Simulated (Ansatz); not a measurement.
Eu (Fm-3m); collinear moments.

```
Eu
1.0
     0.00000    2.78930    2.78930
     2.78930    0.00000    2.78930
     2.78930    2.78930    0.00000
Eu
1
Direct
  0.00000 0.00000 0.00000
```

The geometry is a structure from the Materials Project, held fixed and not relaxed.

Functional, mesh and filling: PBE, 8×8×8 k mesh, Fermi–Dirac smearing of 0.08 eV. PAW means Ansatz 0.2.0 on its default frozen-core files. Site moments are integrated in spheres about the atoms. Start moments (μB): Eu 7.

Iteration by iteration:

```
iteration  Harris–Foulkes energy less the last (meV)  density residual (eV)  M (μB)  ∫|m| (μB)
        1                                    922.603                2.8e-01  7.2453     7.2453
        2                                    641.181                9.0e-02  7.2598     7.2598
        3                                    268.963                5.9e-02  7.3487     7.3487
        4                                     31.013                3.1e-02  7.4743     7.4743
        5                                     -2.351                1.7e-03  7.5108     7.5108
        6                                     -2.918                3.8e-04  7.5001     7.5001
        7                                     -2.992                1.9e-06  7.5023     7.5023
        8                                      0.001                5.9e-08  7.5042     7.5042
        9                                      0.000                3.2e-08  7.5048     7.5048
       10                                      0.000                3.7e-09  7.5050     7.5050
       11                                      0.000                5.1e-09  7.5050     7.5050
```

Site moments (μB): Eu 7.18. Cell moment 7.51 μB.

Spin–orbit coupling is left out although heavy atoms are present. With open f shells a run can end in a state that isn't the lowest. The magnetic state is the one that this cell and start allow. It needn't be the compound's measured order, which may need a larger cell or be absent.
